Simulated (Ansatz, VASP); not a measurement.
# Two plane-wave programs on GaN

The input INCAR:

```
ALGO = Normal ; EDIFF = 1E-6
ENCUT = 520 ; GGA = PE
ISIF = 2 ; ISMEAR = -1
LASPH = T ; LCHARG = F
LREAL = F ; LWAVE = F
NBANDS = 16 ; NELM = 80
PREC = Accurate ; SIGMA = 0.05
```

File KPOINTS:

```
k-points
0
Gamma
  17 17 17
```

File POSCAR:

```
GaN
1.0
    0.0000000000      1.8633400090      1.8633400090
    1.8633400090      0.0000000000      1.8633400090
    1.8633400090      1.8633400090      0.0000000000
Ga N
1 1
Direct
    0.0000000000      0.0000000000      0.0000000000
    0.2500000000      0.2500000000      0.2500000000
```

Input for Ansatz:

```yaml
crystal:
  lattice:
    - [0.0, 1.863340009, 1.863340009]
    - [1.863340009, 0.0, 1.863340009]
    - [1.863340009, 1.863340009, 0.0]
  atoms:
    - { symbol: Ga, position: [0.0, 0.0, 0.0] }
    - { symbol: "N", position: [0.25, 0.25, 0.25] }
kpoints:
  mp_grid: { grid: [17, 17, 17] }
scf:
  occupations: { method: fermi_dirac, width: 0.05 }
hamiltonian:
  xc: pbe
  pseudopotentials: { kind: paw, level: accurate }
output:
  forces: true
  stress: true
  eigenvalues: true
```

Alike in both runs: task single point; functional PBE; k mesh 17 × 17 × 17; occupations fermi-dirac, width 0.05 eV; no spin polarisation.

|  | VASP | Ansatz |
| --- | --- | --- |
| version | VASP 6.6.1 | Ansatz 0.2.0 |
| potentials or method | VASP PAW PBE potentials, release 64 (Ga_d, N) | PAW with other files of Ansatz's library (level accurate), scalar-relativistic |
| plane-wave cutoff (eV) | 520 | 1300 |
| valence electrons in the cell | 18 | 26 |

VASP gave:

| Item | Value |
| --- | --- |
| gap on the k mesh at the Fermi level (eV) | 3.42 |
| pressure (GPa) | 364.5 |

What did Ansatz give for the same quantities?

gap on the k mesh at the Fermi level (eV): 3.42; pressure (GPa): 366.7.

The two sets of potentials don't hold the same shells in valence.

Caveats: the cell as given lies far from equilibrium; so large a pressure means that the cell lies far from this level's equilibrium, or that cutoff or potentials fall short (VASP); an odd mesh through Γ misses points on the zone boundary, where band edges often lie.
